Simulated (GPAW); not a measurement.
Runs of GPAW 26.7.0 on Ge. The structure is hexagonal, space group P6_3/mmc (No. 194). The conventional cell has a = 3.998 Å, b = 3.998 Å, c = 6.599 Å, α = 90.00°, β = 90.00°, γ = 120.00°. Ge (site symmetry 3m) is surrounded by 4 Ge at 2.45 to 2.47 Å. This isn't the form of Ge at room conditions, which is diamond.

```tsv
task	level	potentials or basis	cell	k mesh	cutoff (eV)	smearing	maxiter	band path	band points	response ecut	response k mesh	mesh quality	gap on the mesh (eV)	pressure (GPa)	V0 of scaled cells (Å³/atom)	relaxed volume (Å³/atom)	B0 (GPa)	largest force (eV/Å)
band structure	r2SCAN	GPAW PAW data sets (gpaw-data 1.2.1), pw	as given	6 × 6 × 4	600	fermi-dirac 0.05 eV	150	GMKGALHA,LM,KH	60	-	-	not flagged	0.09	0.0	-	-	-	-
equation of state	PBEsol	PAW data sets generated in the run's folder for this functional, pw	as given	8 × 8 × 4	600	fermi-dirac 0.05 eV	150	-	-	-	-	not flagged	-	-	(a)	-	(d)	-
single point	PBEsol	PAW data sets generated in the run's folder for this functional, pw	as given	8 × 8 × 4	600	fermi-dirac 0.05 eV	150	-	-	-	-	not flagged	0.07	0.3	-	-	-	0.01
band structure	LDA	the program's PAW data sets (release 1.2.1) made for this functional, pw	as given	6 × 6 × 4	600	fermi-dirac 0.05 eV	150	GMKGALHA,LM,KH	60	-	-	not flagged	-	(b)	-	-	-	-
dielectric tensor	LDA	the program's PAW data sets (release 1.2.1) made for this functional, pw	as given	6 × 6 × 4	450	fermi-dirac 0.001 eV	150	-	-	80 eV	15 × 15 × 8	not flagged	0.17	-	-	-	-	-
single point	LDA	the program's PAW data sets (release 1.2.1) made for this functional, pw	as given	6 × 6 × 4	450	fermi-dirac 0.05 eV	120	-	-	-	-	not flagged	0.17	-1.6	-	-	-	-
equation of state	LDA	the program's PAW data sets (release 1.2.1) made for this functional, pw	as given	6 × 6 × 4	600	fermi-dirac 0.05 eV	150	-	-	-	-	not flagged	-	-	(c)	-	70	-
band structure	PBEsol	PAW data sets generated in the run's folder for this functional, pw	as given	6 × 6 × 4	600	fermi-dirac 0.05 eV	150	GMKGALHA,LM,KH	60	-	-	not flagged	-	0.3	-	-	-	-
relaxation of cell and atoms	LDA	the program's PAW data sets (release 1.2.1) made for this functional, pw	relaxed	6 × 6 × 3	600	fermi-dirac 0.05 eV	150	-	-	-	-	not flagged	none	0.0	-	22.31	-	-
G0W0 quasiparticle levels	LDA	the program's PAW data sets (release 1.2.1) made for this functional, pw	as given	4 × 4 × 2	450	fermi-dirac 0.001 eV	150	-	-	150 eV	-	coarse	0.26	-	-	-	-	-
relaxation of cell and atoms	PBEsol	PAW data sets generated in the run's folder for this functional, pw	relaxed	6 × 6 × 3	600	fermi-dirac 0.05 eV	150	-	-	-	-	not flagged	0.16	0.0	-	22.98	-	0.01
```

Alike in all rows: no spin polarisation.

Task: Fill in the values left out.

Result: (a) 22.93; (b) -1.5; (c) 22.31; (d) 68.

Caveats: some runs use coarse meshes; the cell was scaled at fixed shape and fractional positions, which overstates the stiffness of a crystal with free parameters, most of all of layers and chains (some runs); the long-wavelength limit can be off by a per cent or two (some runs); an odd mesh through Γ misses points on the zone boundary, where band edges often lie (some runs); later steps reuse the first step's grids (some runs); the PAW data sets were made with another functional, which shifts forces and pressure a little (some runs); the dielectric constant isn't converged in the k mesh (some runs); the gap is small at this level, which inflates the dielectric constant (some runs).

A k mesh can miss the band edges, and the runs leave out spin-orbit coupling on Ge.

A gap of «none» marks a metal or a gap under the smearing width.

Not every run made on this cell is shown here.
